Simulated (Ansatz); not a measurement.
# SiC (P6_3mc), random displacements

All numbers below come from DFT r2SCAN, scalar-relativistic, plane waves, PAW (Ansatz). The runs took a 500 eV cutoff, a Γ-centred 12×12×4 mesh and Gaussian smearing (0.05 eV). No spin polarisation. Energies are free energies at this smearing, counted from the undisturbed cell; pressure is positive in compression.

The undisturbed cell (as given, not relaxed at this level):

```
CELL_PARAMETERS angstrom
3.07569 0.00000 0.00000
-1.53785 2.66363 0.00000
0.00000 0.00000 10.07065
ATOMIC_POSITIONS crystal
Si 0.66667 0.33333 0.93784
Si 0.33333 0.66667 0.43784
Si 0.00000 0.00000 0.68789
Si 0.00000 0.00000 0.18789
C 0.66667 0.33333 0.74980
C 0.33333 0.66667 0.24980
C 0.00000 0.00000 0.50046
C 0.00000 0.00000 0.00046
```

The atoms are displaced (Å, in the unstrained cell):

```
atom ux uy uz
 Si1   0.254   0.035  -0.030
 Si2  -0.203   0.029  -0.124
 Si3  -0.150  -0.190  -0.193
 Si4   0.353   0.297   0.151
  C5  -0.084  -0.170   0.139
  C6  -0.084  -0.107   0.161
  C7  -0.142   0.217  -0.155
  C8   0.055  -0.110   0.050
```

The cell is not strained.

(1) What are the energy change, the stress and the forces?

## Answers

(1) ΔE = 686.6 meV/atom; stress (xx, yy, zz, yz, xz, xy; compression positive) (2.23, 22.44, 21.74, 2.72, -4.74, -5.57) GPa; gap on the mesh 0.28 eV.
```tsv
atom	Fx (eV/Å)	Fy	Fz
Si1	-1.96	-1.95	2.27
Si2	0.56	4.41	5.74
Si3	0.59	1.21	4.63
Si4	0.02	-8.20	-7.16
C5	-0.14	0.12	-6.50
C6	-0.87	7.10	-3.46
C7	-0.29	-5.49	2.72
C8	2.10	2.79	1.75
```

Cost: 1 run of about 0.64 core-minutes, on AMD EPYC 9R45 (Zen 5) (shared hosts).